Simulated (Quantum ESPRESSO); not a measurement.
**MoS2: zone-centre phonons and dielectric response under several settings**

```
Mo S
1.0
     1.58000    0.91221    6.15000
    -1.58000    0.91221    6.15000
     0.00000   -1.82443    6.15000
Mo S
1 2
Direct
  0.00000 0.00000 0.00000
  0.41700 0.41700 0.41700
  0.25000 0.25000 0.25000
```

Measurements of this composition are mostly on another form, of space group No. 194.

All runs used Quantum ESPRESSO 7.5; k mesh 6 × 6 × 6, shifted; relaxed cell; no spin polarisation; cutoff 612 eV; occupations smeared at first, fixed for the response.

```tsv
level	potentials	volume (Å³/atom)	lowest optical mode without the field (cm⁻¹)	highest optical mode without the field (cm⁻¹)	highest mode with the field (cm⁻¹)	ε∞ (mean)	ε0 (mean)	Born charge of atom 1 (e)	sum of the Born charges (e)
LDA	GBRV 1.5 LDA	?	?	?	?	?	?	?	?
PBE	GBRV 1.5 PBE	21.02	277	458	458	10.28	10.4	-0.79	-0.02
PBEsol	GBRV 1.5 PBEsol	17.73	287	468	470	12.38	12.5	-0.99	-0.01
```

Question: What stands in the row left open?

Answer: Volume 16.81 Å³/atom; lowest optical mode without the field 292 cm⁻¹; highest optical mode without the field 470 cm⁻¹; highest mode with the field 473 cm⁻¹; ε∞ 13.39; ε0 13.6; Born charge of atom 1 -1.09 e; sum of the Born charges 0.00 e.

Caveats: the layers were relaxed without a dispersion term, so their spacing and the soft interlayer modes are unreliable; the volume moved by over 15 % at a fixed basis, so the end points are rough (some runs).

For the row left open. Caveat: the layers were relaxed without a dispersion term, so their spacing and the soft interlayer modes are unreliable.
